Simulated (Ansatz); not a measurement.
Ge: equation of state with PBEsol

**What was measured.**

From “Sub-monolayer structures of Ag overlayers on Ge(111): experimental observations and first-principles study”, 2019, arxiv:1908.00180, for a bulk crystal of Ge: bulk modulus 75.8 GPa.

Crystal: Ge.

```
Ge
1.0
     0.00000    2.82891    2.82891
     2.82891    0.00000    2.82891
     2.82891    2.82891    0.00000
Ge
2
Direct
  0.75000 0.75000 0.75000
  0.50000 0.50000 0.50000
```

```yaml
Program: Ansatz 0.2.0
Task: equation of state
Functional: PBEsol
Potentials_or_basis: all-electron LAPW, scalar-relativistic
Basis_error_allowed: 0.0005 eV/atom
k_mesh: 8 × 8 × 8
Occupations: fermi-dirac, width 0.05 eV
Spin: no spin polarisation
```

```
Equilibrium volume                      : 22.85 Å³/atom
Bulk modulus                            : 66 GPa
Pressure derivative of the bulk modulus : 4.8 (rough: it moves with the points fitted)
```

Energy against volume, from the lowest point:
| volume (Å³/atom) | energy (meV/atom) |
| --- | --- |
| 21.281 | 25.16 |
| 21.733 | 11.97 |
| 22.186 | 3.79 |
| 22.639 | 0.00 |
| 23.092 | 0.05 |
| 23.545 | 3.60 |
| 23.997 | 10.33 |

All runs of the series together: 78 s on 1 thread of Arm Neoverse V1, with other jobs on the host.

Measured bulk modulus of Ge: 75.8 GPa (quoted in “Sub-monolayer structures of Ag overlayers on Ge(111): experimental observations and first-principles study”, 2019, arxiv:1908.00180). This calculation gives 66 GPa (-12.8 %). The fit is for a static lattice scaled at fixed shape and fixed fractional positions. The cell as given is a measured one (22.64 Å³/atom); PBEsol puts the equilibrium volume +0.9 % from it, thermal expansion not counted.
